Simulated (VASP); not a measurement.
# RbCl (Fm-3m) in VASP: further runs, part 2 of 2

VASP 6.6.1.

### Step 6. Relaxation of cell and atoms, PBEsol

Input file INCAR:

```
SYSTEM = RbCl
  ALGO = Normal
  EDIFF = 1E-7
  EDIFFG = -0.005
  ENCUT = 600
  GGA = PS
  IBRION = 2
  ISIF = 3
  ISMEAR = 0
  LASPH = .True.
  LCHARG = .False.
  LREAL = .False.
  LWAVE = .False.
  NELM = 80
  NSW = 90
  PREC = Accurate
  SIGMA = 0.03
```

Input file KPOINTS:

```
k-points
0
Gamma
  8 8 8
  0 0 0
```

Input file POSCAR:

```
RbCl                                    
1.0
    0.0000000000      3.2740000000      3.2740000000
    3.2740000000      0.0000000000      3.2740000000
    3.2740000000      3.2740000000      0.0000000000
  Rb              Cl            
     1     1
Direct
     0.0000000000000000    0.0000000000000000    0.0000000000000000
     0.5000000000000000    0.5000000000000000    0.5000000000000000
```

Potentials or basis: VASP PAW PBE potentials, release 64 (Rb_sv, Cl).

The run is started by

```console
$ cat potpaw_PBE.64/Rb_sv/POTCAR potpaw_PBE.64/Cl/POTCAR > POTCAR
$ mpirun -np 1 vasp_std > vasp.out
```

OUTCAR:

```text
SYSTEM = RbCl
   EDIFF = 1E-7
   EDIFFG = -0.005
   ENCUT = 600
   GGA = PS
   IBRION = 2
   ISIF = 3
   ISMEAR = 0
   LASPH = .True.
   LREAL = .False.
   NELM = 80
   NSW = 90
   PREC = Accurate

 ion  position               nearest neighbor table
   1  0.000  0.000  0.000-   2 3.27   2 3.27   2 3.27   2 3.27   2 3.27   2 3.27
   2  0.500  0.500  0.500-   1 3.27   1 3.27   1 3.27   1 3.27   1 3.27   1 3.27

  LATTYP: Found a face centered cubic cell.
 ALAT       =     6.5480000000

  Lattice vectors:

 A1 = (   0.0000000000,   3.2740000000,   3.2740000000)
 A2 = (   3.2740000000,   0.0000000000,   3.2740000000)
 A3 = (   3.2740000000,   3.2740000000,   0.0000000000)

Analysis of symmetry for initial positions (statically):
=====================================================================
 Subroutine PRICEL returns:
 Original cell was already a primitive cell.

 Routine SETGRP: Setting up the symmetry group for a
 face centered cubic supercell.

 Subroutine GETGRP returns: Found 48 space group operations
 (whereof 48 operations were pure point group operations)
 out of a pool of 48 trial point group operations.

The static configuration has the point symmetry O_h .

Analysis of symmetry for dynamics (positions and initial velocities):
=====================================================================
 Subroutine PRICEL returns:
 Original cell was already a primitive cell.

 Routine SETGRP: Setting up the symmetry group for a
 face centered cubic supercell.

 Subroutine GETGRP returns: Found 48 space group operations
 (whereof 48 operations were pure point group operations)
 out of a pool of 48 trial point group operations.

The dynamic configuration has the point symmetry O_h .

 Subroutine INISYM returns: Found 48 space group operations
 (whereof 48 operations are pure point group operations),
 and found     1 'primitive' translations

----------------------------------------------------------------------------------------

                                     Primitive cell

  volume of cell :      70.1885

  direct lattice vectors                    reciprocal lattice vectors
     0.000000000  3.274000000  3.274000000    -0.152718387  0.152718387  0.152718387
     3.274000000  0.000000000  3.274000000     0.152718387 -0.152718387  0.152718387
     3.274000000  3.274000000  0.000000000     0.152718387  0.152718387 -0.152718387

  length of vectors
     4.630135203  4.630135203  4.630135203     0.264516006  0.264516006  0.264516006

  position of ions in fractional coordinates (direct lattice)
     0.000000000  0.000000000  0.000000000
     0.500000000  0.500000000  0.500000000

  ion indices of the primitive-cell ions
   primitive index   ion index
                 1           1
                 2           2

----------------------------------------------------------------------------------------

 KPOINTS: k-points

Automatic generation of k-mesh.
 Grid dimensions read from file:
 generate k-points for:    8    8    8

 Generating k-lattice:

  Cartesian coordinates                     Fractional coordinates (reciprocal lattice)
    -0.019089798  0.019089798  0.019089798     0.125000000  0.000000000  0.000000000
[... 43 lines left out ...]
   total plane-waves  NPLWV =  64000
   dimension x,y,z NGX =    40 NGY =   40 NGZ =   40
   dimension x,y,z NGXF=    80 NGYF=   80 NGZF=   80
   ions per type =               1   1
   NGX,Y,Z   is equivalent  to a cutoff of  14.36, 14.36, 14.36 a.u.
   NGXF,Y,Z  is equivalent  to a cutoff of  28.72, 28.72, 28.72 a.u.
 SYSTEM =  RbCl
   PREC   = accura    normal or accurate (medium, high low for compatibility)
   ISTART =      0    job   : 0-new  1-cont  2-samecut
   ICHARG =      2    charge: 1-file 2-atom 10-const
   ISPIN  =      1    spin polarized calculation?
   LNONCOLLINEAR =      F non collinear calculations
   LSORBIT =      F    spin-orbit coupling
   LASPH  =      T    aspherical Exc in radial PAW
   ENCUT  =  600.0 eV  44.10 Ry    6.64 a.u.   9.25  9.25  9.25*2*pi/ulx,y,z
   NELM   =     80;   NELMIN=  2; NELMDL= -5     # of ELM steps
   EDIFF  = 0.1E-06   stopping-criterion for ELM
   LREAL  =      F    real-space projection
   EDIFFG = -.5E-02   stopping-criterion for IOM
   NSW    =     90    number of steps for IOM
   IBRION =      2    ionic relax: 0-MD 1-quasi-New 2-CG
   NFREE  =      1    steps in history (QN), initial steepest desc. (CG)
   ISIF   =      3    stress and relaxation
   ISYM   =      2    0-nonsym 1-usesym 2-fastsym
   POTIM  = 0.5000    time-step for ionic-motion
   TEBEG  =    0.0;   TEEND  =   0.0 temperature during run
   PSTRESS=    0.0 pullay stress
   NELECT =      16.0000    total number of electrons
   NUPDOWN=      -1.0000    fix difference up-down
   EMIN   =  10.00;   EMAX   =-10.00  energy-range for DOS
   EFERMI =   0.00;   METHOD = LEGACY
   ISMEAR =     0;   SIGMA  =   0.03  broadening in eV -4-tet -1-fermi 0-gaus
   EFERMI_NEDOS =   21; number of points for ismear=-14 and -15
   IALGO  =     38    algorithm
   IMIX   =      4    mixing-type and parameters
     AMIX     =   0.40;   BMIX     =  1.00
     AMIX_MAG =   1.60;   BMIX_MAG =  1.00
  volume/ion in A,a.u.               =      35.09       236.83
  Fermi-wavevector in a.u.,A,eV,Ry     =   1.000060  1.889840 13.607465  1.000120
  Thomas-Fermi vector in A             =   2.132392
   LORBIT       =      0    0 simple, 1 ext, 2 COOP (PROOUT), +10 PAW based schemes
   GGA     = PS    functional components
   LHFCALC =     F    Hartree Fock is set to
   AEXX    =    0.0000 exact exchange contribution
   IVDW    =     0    specifies the selected vdW correction
   LEPSILON=     F    determine dielectric tensor
   LRPA    =     F    only Hartree local field effects (RPA)
 conjugate gradient relaxation of ions
 non-spin polarized calculation
 Gauss-broadening in eV      SIGMA  =   0.03
  energy-cutoff  :      600.00
  volume of cell :       70.19
 maximum number of plane-waves:      2397
 NGX is ok and might be reduce to    40
   NGX = 19   NGY = 19   NGZ = 19

 number of electron      16.0000000 magnetization

 Free energy of the ion-electron system (eV)
  ---------------------------------------------------
  ext. energy  EPLUGINS =         0.00000000
  ---------------------------------------------------
  free energy    TOTEN  =        -6.89460358 eV

  energy without entropy =       -6.89460358  energy(sigma->0) =       -6.89460358

 E-fermi :  -1.7183     XC(G=0):  -7.5903

 val. band max:       -1.8942461650   @ k =   0.0000   0.0000   0.0000
 cond. band min:       2.9930573879   @ k =   0.0000   0.0000   0.0000
 fundamental gap:      4.8873035529
 Fermi energy:        -1.7183301284

 k-point     1 :       0.0000    0.0000    0.0000
  band No.  band energies     occupation
      1     -25.7354      2.00000
      2     -13.8768      2.00000
      3      -9.7953      2.00000
      4      -9.7953      2.00000
      5      -9.7953      2.00000
      6      -1.8942      2.00000
      7      -1.8942      2.00000
      8      -1.8942      2.00000
      9       2.9931      0.00000
     10       6.0186      0.00000
     11       6.0186      0.00000
     12       6.0186      0.00000
[... 331 lines left out ...]
 k-point    24 :      -0.3750    0.2500    0.1250
  band No.  band energies     occupation
      1     -25.7151      2.00000
      2     -13.9045      2.00000
      3      -9.9018      2.00000
      4      -9.8874      2.00000
      5      -9.7853      2.00000
      6      -2.5788      2.00000
      7      -2.2071      2.00000
      8      -2.1975      2.00000
      9       5.7362      0.00000
     10       5.8843      0.00000
     11       7.8101      0.00000
     12       7.9915      0.00000

 [... further k-points ...]

------------------------ aborting loop because EDIFF is reached ----------------------------------------

  FORCE on cell =-STRESS in cart. coord.  units (eV):
  Direction    XX          YY          ZZ          XY          YZ          ZX
  --------------------------------------------------------------------------------------
  -------------------------------------------------------------------------------------
  Total        0.0035258      0.0035258      0.0035258      0.0000000      0.0000000      0.0000000
  in kB        0.0804817      0.0804817      0.0804817      0.0000000      0.0000000      0.0000000
  external PRESSURE =       0.0804817 kB  Pullay stress =       0.0000000 kB

 VOLUME and BASIS-vectors are now :
 -----------------------------------------------------------------------------
  energy-cutoff  :      600.00
  volume of cell :       70.19
      direct lattice vectors                 reciprocal lattice vectors
     0.000000000  3.274000000  3.274000000    -0.152718387  0.152718387  0.152718387
     3.274000000  0.000000000  3.274000000     0.152718387 -0.152718387  0.152718387
     3.274000000  3.274000000  0.000000000     0.152718387  0.152718387 -0.152718387

 POSITION                                       TOTAL-FORCE (eV/Angst)
 -----------------------------------------------------------------------------------
      0.00000      0.00000      0.00000         0.000000      0.000000     -0.000000
      3.27400      3.27400      3.27400        -0.000000      0.000000      0.000000
 -----------------------------------------------------------------------------------
    total drift:                                0.000000     -0.000000      0.000000

  FREE ENERGIE OF THE ION-ELECTRON SYSTEM (eV)
  ---------------------------------------------------
  free  energy   TOTEN  =        -6.8946035815 eV

  energy  without entropy=       -6.8946035815  energy(sigma->0) =       -6.89460358

 reached required accuracy - stopping structural energy minimisation
```

OSZICAR:

```text
N       E                     dE             d eps       ncg     rms          rms(c)
DAV:   1     0.958246030549E+02    0.95825E+02   -0.76162E+03   696   0.130E+03
DAV:   2    -0.100939619087E+01   -0.96834E+02   -0.90759E+02  1072   0.209E+02
DAV:   3    -0.706304019366E+01   -0.60536E+01   -0.60295E+01   892   0.574E+01
DAV:   4    -0.719884298071E+01   -0.13580E+00   -0.13570E+00  1056   0.847E+00
DAV:   5    -0.720027003663E+01   -0.14271E-02   -0.14270E-02   904   0.866E-01    0.306E+00
DAV:   6    -0.689982791217E+01    0.30044E+00   -0.55330E-01   812   0.406E+00    0.236E+00
DAV:   7    -0.688084767643E+01    0.18980E-01   -0.13143E-01   848   0.211E+00    0.132E+00
DAV:   8    -0.689240867925E+01   -0.11561E-01   -0.16856E-02   872   0.947E-01    0.153E-01
DAV:   9    -0.689419880625E+01   -0.17901E-02   -0.30016E-03   872   0.329E-01    0.967E-02
DAV:  10    -0.689456602836E+01   -0.36722E-03   -0.36616E-04   792   0.148E-01    0.160E-02
DAV:  11    -0.689459710042E+01   -0.31072E-04   -0.49056E-05   892   0.490E-02    0.841E-03
DAV:  12    -0.689460357532E+01   -0.64749E-05   -0.24424E-05   796   0.323E-02    0.267E-03
DAV:  13    -0.689460358145E+01   -0.61293E-08   -0.49797E-07   920   0.587E-03
   1 F= -.68946036E+01 E0= -.68946036E+01  d E =-.689460E+01
```

CONTCAR:

```text
RbCl
   1.00000000000000
     0.0000000000000000    3.2740000000000000    3.2740000000000000
     3.2740000000000000    0.0000000000000000    3.2740000000000000
     3.2740000000000000    3.2740000000000000    0.0000000000000000
  Rb              Cl
     1     1
Direct
     0.0000000000000000    0.0000000000000000    0.0000000000000000
     0.5000000000000000    0.5000000000000000    0.5000000000000000

  0.00000000E+00  0.00000000E+00  0.00000000E+00
  0.00000000E+00  0.00000000E+00  0.00000000E+00
```

It took 15 s on 1 thread of Intel Xeon 6975P-C (Granite Rapids), shared host; peak memory 0.24 GiB.

What came out:

- Free energy: -6.8946 eV
- Pressure after relaxing: 0.0 GPa
- Band gap on the k mesh: 4.89 eV, direct

Final structure:
```xyz
2
Lattice="0.0000 3.2740 3.2740 3.2740 0.0000 3.2740 3.2740 3.2740 0.0000" Properties=species:S:1:pos:R:3 pbc="T T T"
Rb    0.0000    0.0000    0.0000
Cl    3.2740    3.2740    3.2740
```

Caveat: the relaxation stopped at its first step, so nothing moved; the PAW data sets were made with another functional, which shifts forces and pressure a little.

### Step 7. Summary

```tsv
task	level	potentials or basis	cell	gap on the mesh (eV)	pressure (GPa)
relaxation of the atoms	LDA	VASP PAW LDA potentials, release 64 (Rb_sv, Cl)	atoms relaxed from: a relaxed cell with its volume scaled by 1.02	4.78	-0.4
relaxation of the atoms	LDA	VASP PAW LDA potentials, release 64 (Rb_sv, Cl)	atoms relaxed from: a relaxed cell with its volume scaled by 1.04	4.71	-0.8
relaxation of the atoms	LDA	VASP PAW LDA potentials, release 64 (Rb_sv, Cl)	atoms relaxed from: a relaxed cell with its volume scaled by 1.06	4.65	-1.1
relaxation of cell and atoms	PBEsol	VASP PAW PBE potentials, release 64 (Rb_sv, Cl)	relaxed	4.89	0.0
```

Alike in all rows: no spin polarisation; k mesh 8 × 8 × 8; cutoff (eV) 600; smearing gaussian 0.03 eV.

Caveats: the relaxation stopped at its first step, so nothing moved; the PAW data sets were made with another functional, which shifts forces and pressure a little (some runs).

Absolute energies hang on the potentials; compare differences alone.
